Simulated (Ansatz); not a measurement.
WC:

```xyz
2
Lattice="0.0000 2.1927 2.1927 2.1927 0.0000 2.1927 2.1927 2.1927 0.0000" Properties=species:S:1:pos:R:3 pbc="T T T"
W     0.0000    0.0000    0.0000
C     2.1927    2.1927    2.1927
```

Measurements of this composition are mostly on another form, of space group No. 187.

```yaml
Program: Ansatz 0.2.0
Task: relaxation of cell and atoms
Functional: PBE
Dispersion: D4
Potentials_or_basis: Ansatz PAW
Cutoff: "420 eV (not typed: the program's choice for these potentials)"
k_mesh: 10 × 10 × 10
Occupations: fermi-dirac, width 0.05 eV
Spin: no spin polarisation
```

At the start: volume 10.54 Å³/atom.

Problem. Where does the relaxation end?

Solution. It ends after 7 steps and the volume is 10.30 Å³/atom (-2.3 %); space group Fm-3m (No. 225, to 0.05 Å).

Step by step:
| step | energy change (eV) | largest force (eV/Å) | volume (Å³) |
| --- | --- | --- | --- |
| 1 | 0.0000 | 0.0000 | 21.08 |
| 2 | -0.0114 | 0.0000 | 20.39 |
| 3 | -0.0137 | 0.0000 | 20.62 |
| 4 | -0.0137 | 0.0000 | 20.61 |
| 5 | -0.0128 | 0.0000 | 20.61 |
| 6 | -0.0128 | 0.0000 | 20.60 |
| 7 | -0.0128 | 0.0000 | 20.60 |

Final structure:
```
W C
1.0
     0.00000    2.17593    2.17593
     2.17593    0.00000    2.17593
     2.17593    2.17593    0.00000
W C
1 1
Cartesian
  0.0000 0.0000 0.0000
  2.1759 2.1759 2.1759
```

Caveat: the plane-wave basis is chosen anew once the cell has moved, so the energies of steps on either side of that aren't comparable; the pressure holds a Pulay correction of +0.3 GPa for the finite cutoff; pairwise dispersion overbinds metals, which lowers pressure and volume.
